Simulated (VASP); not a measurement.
BN: band structure with PBE+D3(BJ)

BN:

```xyz
4
Lattice="2.5063 0.0000 0.0000 -1.2531 2.1705 0.0000 0.0000 0.0000 7.1827" Properties=species:S:1:pos:R:3 pbc="T T T"
B     0.0000    1.4470    1.7957
B     1.2531    0.7235    5.3870
N     0.0000    1.4470    5.3870
N     1.2531    0.7235    1.7957
```

```json
{
 "Program": "VASP 6.6.1",
 "Task": "band structure",
 "Functional": "PBE",
 "Dispersion": "D3(BJ)",
 "Potentials or basis": "VASP PAW PBE potentials, release 64 (B, N)",
 "Cutoff": "520 eV",
 "k mesh": "3 × 3 × 1",
 "Occupations": "gaussian, width 0.02 eV",
 "Spin": "no spin polarisation",
 "Further INCAR settings": "ALGO = Normal; EDIFF = 1e-07; NBANDS = 16"
}
```

```json
{"Pressure": "0.0 GPa", "Band gap along the path": "4.31 eV, indirect (least direct gap 4.60 eV)", "Dispersion energy per atom": "-0.128 eV"}
```

Levels at the corners of the path, in eV from the valence-band top:
| point | band 5 | band 6 | band 7 | band 8 | band 9 | band 10 | band 11 | band 12 |
| --- | --- | --- | --- | --- | --- | --- | --- | --- |
| Γ | -1.35 | -1.35 | -1.33 | -1.33 | 4.78 | 9.35 | 11.50 | 11.50 |
| M | -4.15 | -4.12 | -1.27 | -0.62 | 4.31 | 5.28 | 9.41 | 9.91 |
| M | -4.15 | -4.12 | -1.27 | -0.62 | 4.31 | 5.28 | 9.41 | 9.91 |
| K | -7.18 | -7.18 | -0.05 | -0.05 | 4.68 | 4.68 | 10.94 | 13.08 |
| K | -7.18 | -7.18 | -0.05 | -0.05 | 4.68 | 4.68 | 10.94 | 13.08 |
| Γ | -1.35 | -1.35 | -1.33 | -1.33 | 4.78 | 9.35 | 11.50 | 11.50 |
| Γ | -1.35 | -1.35 | -1.33 | -1.33 | 4.78 | 9.35 | 11.50 | 11.50 |
| A | -1.34 | -1.34 | -1.34 | -1.34 | 6.74 | 6.74 | 11.53 | 11.53 |
| A | -1.34 | -1.34 | -1.34 | -1.34 | 6.74 | 6.74 | 11.53 | 11.53 |
| L | -4.14 | -4.14 | -0.94 | -0.94 | 4.68 | 4.68 | 9.78 | 9.78 |
| L | -4.14 | -4.14 | -0.94 | -0.94 | 4.68 | 4.68 | 9.78 | 9.78 |
| H | -7.19 | -7.19 | -0.02 | -0.02 | 4.58 | 4.58 | 11.97 | 11.97 |
| H | -7.19 | -7.19 | -0.02 | -0.02 | 4.58 | 4.58 | 11.97 | 11.97 |
| A | -1.34 | -1.34 | -1.34 | -1.34 | 6.74 | 6.74 | 11.53 | 11.53 |
| L | -4.14 | -4.14 | -0.94 | -0.94 | 4.68 | 4.68 | 9.78 | 9.78 |
| M | -4.15 | -4.12 | -1.27 | -0.62 | 4.31 | 5.28 | 9.41 | 9.91 |
| K | -7.18 | -7.18 | -0.05 | -0.05 | 4.68 | 4.68 | 10.94 | 13.08 |
| H | -7.19 | -7.19 | -0.02 | -0.02 | 4.58 | 4.58 | 11.97 | 11.97 |

Run time: 50 s on 1 thread of Intel(R) Xeon(R) Platinum 8488C (Sapphire Rapids), with other jobs on the host, peak memory 0.15 GiB.

Caveat: the k mesh is coarse (spacing up to 0.96 Å⁻¹), so the values aren't converged.
